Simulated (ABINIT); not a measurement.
The system is BaS.

```xyz
2
Lattice="0.0000 3.1938 3.1938 3.1938 0.0000 3.1938 3.1938 3.1938 0.0000" Properties=species:S:1:pos:R:3 pbc="T T T"
Ba    0.0000    0.0000    0.0000
S     3.1938    3.1938    3.1938
```

Base run:

```yaml
Program: ABINIT 10.8.3 (patched build)
Functional: RPBE
Potentials_or_basis: JTH PAW PBE v2.0
Cutoff: 544 eV
k_mesh: 7 × 7 × 7
Occupations: fermi-dirac, width 0.05 eV
Spin: no spin polarisation
```

Its results: band gap on the k mesh 2.33 eV, indirect (least direct gap 2.47 eV); pressure 2.9 GPa.

Question: After a change of settings the same cell gave: band gap on the k mesh 2.06 eV, indirect (least direct gap 2.21 eV); pressure -0.7 GPa. Which change was it?
A. functional from RPBE to PBEsol; k mesh from 7 × 7 × 7 to 3 × 3 × 3
B. functional from RPBE to PBEsol
C. functional from RPBE to PW91; spin from no spin polarisation to spin-orbit coupling, no magnetisation
D. functional from RPBE to LDA-PZ; potentials or basis from JTH PAW PBE v2.0 to JTH PAW LDA v2.0

Answer: B.

PBEsol binds more tightly than RPBE, so the same cell stands under less pressure.

Caveats: this set's barium file shifts pressures by 1.5 GPa and gaps by 0.1 eV against other sets; the PAW data sets were made with another functional, which shifts forces and pressure a little; spin-orbit coupling is left out, which moves the levels of the heavy elements.

Runs at the PBE level aren't shown here.
